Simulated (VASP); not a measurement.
# AlP (F-43m) in VASP: a series of runs, part 2 of 2

VASP 6.6.1. The steps go on from the part before.

### 3 Single point, PBEsol

Contents of INCAR:

```
PREC = Accurate ; ENCUT = 500
EDIFF = 1E-6 ; ISMEAR = 0
SIGMA = 0.01 ; LREAL = F
LASPH = T ; NELM = 120
ALGO = Normal ; ISIF = 2
LWAVE = F ; LCHARG = F
GGA = PS ; NBANDS = 11
GGA_COMPAT = F
```

Contents of KPOINTS:

```
Automatic mesh
0
Gamma
  8 8 8
```

Contents of POSCAR:

```
AlP
1.0
    2.7152230958      2.7152230958      0.0000000000
   -2.7152230958      2.7152230958      0.0000000000
    0.0000000000      2.7152230958      2.7152230958
Al P
1 1
Direct
    0.0000000000      0.0000000000      0.0000000000
    0.7500000000      0.2500000000      0.5000000000
```

Potentials or basis: VASP PAW PBE potentials, release 64 (Al, P).

The run is started by

```bash
> cat potpaw_PBE.64/Al/POTCAR potpaw_PBE.64/P/POTCAR > POTCAR
> mpirun -np 1 vasp_std > vasp.out
```

OUTCAR:

```text
PREC = Accurate
   ENCUT = 500
   EDIFF = 1E-6
   ISMEAR = 0
   LREAL = F
   LASPH = T
   NELM = 120
   ISIF = 2
   GGA = PS

 ion  position               nearest neighbor table
   1  0.000  0.000  0.000-   2 2.35   2 2.35   2 2.35   2 2.35
   2  0.750  0.250  0.500-   1 2.35   1 2.35   1 2.35   1 2.35

  LATTYP: Found a face centered cubic cell.
 ALAT       =     5.4304461916

  Lattice vectors:

 A1 = (   0.0000000000,   2.7152230958,   2.7152230958)
 A2 = (   2.7152230958,   0.0000000000,   2.7152230958)
 A3 = (   2.7152230958,   2.7152230958,   0.0000000000)

Analysis of symmetry for initial positions (statically):
=====================================================================
 Subroutine PRICEL returns:
 Original cell was already a primitive cell.

 Routine SETGRP: Setting up the symmetry group for a
 face centered cubic supercell.

 Subroutine GETGRP returns: Found 24 space group operations
 (whereof 24 operations were pure point group operations)
 out of a pool of 48 trial point group operations.

The static configuration has the point symmetry T_d .

Analysis of symmetry for dynamics (positions and initial velocities):
=====================================================================
 Subroutine PRICEL returns:
 Original cell was already a primitive cell.

 Routine SETGRP: Setting up the symmetry group for a
 face centered cubic supercell.

 Subroutine GETGRP returns: Found 24 space group operations
 (whereof 24 operations were pure point group operations)
 out of a pool of 48 trial point group operations.

The dynamic configuration has the point symmetry T_d .

 Subroutine INISYM returns: Found 24 space group operations
 (whereof 24 operations are pure point group operations),
 and found     1 'primitive' translations

----------------------------------------------------------------------------------------

                                     Primitive cell

  volume of cell :      40.0356

  direct lattice vectors                    reciprocal lattice vectors
     2.715223096  2.715223096  0.000000000     0.184146931  0.184146931 -0.184146931
[... 117 lines left out ...]
 non-spin polarized calculation
 Gauss-broadening in eV      SIGMA  =   0.01
  energy-cutoff  :      500.00
  volume of cell :       40.04
 maximum number of plane-waves:      1036
   NGX = 13   NGY = 13   NGZ = 13

 number of electron       8.0000000 magnetization

 Free energy of the ion-electron system (eV)
  ---------------------------------------------------
  ext. energy  EPLUGINS =         0.00000000
  ---------------------------------------------------
  free energy    TOTEN  =       -10.98935870 eV

  energy without entropy =      -10.98935870  energy(sigma->0) =      -10.98935870

 E-fermi :   4.7313     XC(G=0):  -9.4276

 val. band max:        4.6858597536   @ k =   0.0000   0.0000   0.0000
 cond. band min:       6.0916323155   @ k =   0.5000   0.5000   0.0000
 fundamental gap:      1.4057725620
 Fermi energy:         4.7313200252

 k-point     1 :       0.0000    0.0000    0.0000
  band No.  band energies     occupation
      1      -6.9366      2.00000
      2       4.6859      2.00000
      3       4.6859      2.00000
      4       4.6859      2.00000
      5       8.0266      0.00000
      6       9.2205      0.00000
      7       9.2205      0.00000
      8       9.2205      0.00000
      9      13.5071      0.00000
     10      13.5071      0.00000
     11      14.8976      0.00000
[... 309 lines left out ...]
 k-point    24 :       0.5000    0.2500    0.1250
  band No.  band energies     occupation
      1      -4.8736      2.00000
      2      -0.5884      2.00000
      3       2.0183      2.00000
      4       3.1551      2.00000
      5       8.5653      0.00000
      6       9.1589      0.00000
      7      11.5776      0.00000
      8      12.3770      0.00000
      9      13.6914      0.00000
     10      16.1209      0.00000
     11      17.4935      0.00000

 [... further k-points ...]

------------------------ aborting loop because EDIFF is reached ----------------------------------------

  FORCE on cell =-STRESS in cart. coord.  units (eV):
  Direction    XX          YY          ZZ          XY          YZ          ZX
  --------------------------------------------------------------------------------------
  -------------------------------------------------------------------------------------
  Total        0.5105778      0.5105778      0.5105778      0.0000000     -0.0000000      0.0000000
  in kB       20.4327080     20.4327080     20.4327080      0.0000000     -0.0000000      0.0000000
  external PRESSURE =      20.4327080 kB  Pullay stress =       0.0000000 kB

 VOLUME and BASIS-vectors are now :
 -----------------------------------------------------------------------------
  energy-cutoff  :      500.00
  volume of cell :       40.04
      direct lattice vectors                 reciprocal lattice vectors
     2.715223096  2.715223096  0.000000000     0.184146931  0.184146931 -0.184146931
    -2.715223096  2.715223096  0.000000000    -0.184146931  0.184146931 -0.184146931
     0.000000000  2.715223096  2.715223096     0.000000000  0.000000000  0.368293862

 POSITION                                       TOTAL-FORCE (eV/Angst)
 -----------------------------------------------------------------------------------
      0.00000      0.00000      0.00000         0.000000      0.000000      0.000000
      1.35761      4.07283      1.35761        -0.000000     -0.000000      0.000000
 -----------------------------------------------------------------------------------
    total drift:                                0.000000      0.000000      0.000000

  FREE ENERGIE OF THE ION-ELECTRON SYSTEM (eV)
  ---------------------------------------------------
  free  energy   TOTEN  =       -10.9893587026 eV

  energy  without entropy=      -10.9893587026  energy(sigma->0) =      -10.98935870
```

stdout:

```text
POSCAR found type information on POSCAR AlP
 POSCAR found :  2 types and       2 ions
 scaLAPACK will be used
 -----------------------------------------------------------------------------
|                                                                             |
|                                                                             |
|     You enforced a specific xc type in the INCAR file but a different       |
|     I HOPE YOU KNOW WHAT YOU ARE DOING!                                     |
|                                                                             |
 -----------------------------------------------------------------------------

 LDA part: xc-table for (Slater+PW92), standard interpolation
 POSCAR, INCAR and KPOINTS ok, starting setup
 FFT: planning ... GRIDC
 FFT: planning ... GRID_SOFT
 FFT: planning ... GRID
 WAVECAR not read
 entering main loop
```

Run time: 7.8 s. Hardware: 1 thread of Intel Xeon 6975P-C, shared host; peak memory 0.15 GiB.

What came out:

| Item | Value |
| --- | --- |
| Free energy | -10.9894 eV |
| Pressure | 2.0 GPa |
| Band gap on the k mesh | 1.41 eV, indirect (least direct gap 3.34 eV) |

Levels at points of the mesh, in eV from the valence-band top:
| k point | band 1 | band 2 | band 3 | band 4 | band 5 | band 6 | band 7 | band 8 |
| --- | --- | --- | --- | --- | --- | --- | --- | --- |
| (0.00, 0.00, 0.00) | -11.62 | 0.00 | 0.00 | 0.00 | 3.34 | 4.53 | 4.53 | 4.53 |
| (0.50, 0.00, 0.00) | -9.88 | -5.66 | -0.78 | -0.78 | 2.79 | 4.75 | 4.75 | 8.12 |
| (0.50, 0.50, 0.00) | -9.20 | -5.40 | -2.16 | -2.16 | 1.41 | 2.36 | 11.13 | 11.13 |

Caveat: the PAW data sets were made with another functional, which shifts forces and pressure a little.

### 4 Comparison with measurements

Step 3. Against the measured gap of AlP, 2.505 eV (indirect; 4.2 K; a printed reference work, data compilation), the calculated 1.41 eV is off by -1.10 eV. The value is that of PBEsol on a finite k mesh, which can miss the band edges, without temperature or zero-point motion. Semilocal functionals fall short of measured gaps as a rule.
